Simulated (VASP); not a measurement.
Wanted: the native input for a VASP 6.6.1 run.

```yaml
Task: relaxation of the atoms
Functional: LDA
Potentials_or_basis: VASP PAW LDA potentials, release 64 (Ta_pv)
Cutoff: 600 eV
k_mesh: 16 × 16 × 16
Occupations: methfessel-paxton, width 0.1 eV
Spin: no spin polarisation
Further_INCAR_settings: ALGO = Normal; EDIFF = 1e-07; IBRION = 2; EDIFFG = -0.01; NSW = 40
```

The structure of Ta lies in POSCAR:

```
Ta                                      
1.0
   -1.6497186636      1.6497186636      1.6497186636
    1.6497186636     -1.6497186636      1.6497186636
    1.6497186636      1.6497186636     -1.6497186636
  Ta            
     1
Direct
     0.0000000000000000    0.0000000000000000    0.0000000000000000
```

The cell isn't the ideal one: a relaxed cell with its volume scaled by 1.04.

One way to write it, as run:

INCAR

```
SYSTEM = Ta
PREC = Accurate ; ENCUT = 600
EDIFF = 1E-7 ; ISMEAR = 1
SIGMA = 0.1 ; LREAL = .FALSE.
LASPH = .TRUE. ; NELM = 80
ALGO = Normal ; ISIF = 2
LWAVE = .FALSE. ; LCHARG = .FALSE.
GGA = CA ; IBRION = 2
NSW = 40 ; EDIFFG = -0.01
```

KPOINTS

```
Automatic mesh
0
G
  16 16 16
  0 0 0
```

Potentials or basis: VASP PAW LDA potentials, release 64 (Ta_pv).

Launch:

```bash
$ cat potpaw_LDA.64/Ta_pv/POTCAR > POTCAR
$ mpirun -np 1 vasp_std > vasp.out
```

It gave:

```yaml
Pressure_after_relaxing: -7.8 GPa
Band_gap_on_the_k_mesh: none (metal or under the smearing width)
```

Caveat: the relaxation stopped at its first step, so nothing moved.

Wall time 6.4 s on 1 thread of Intel(R) Xeon(R) 6975P-C (Granite Rapids) (shared host), peak memory 0.15 GiB.
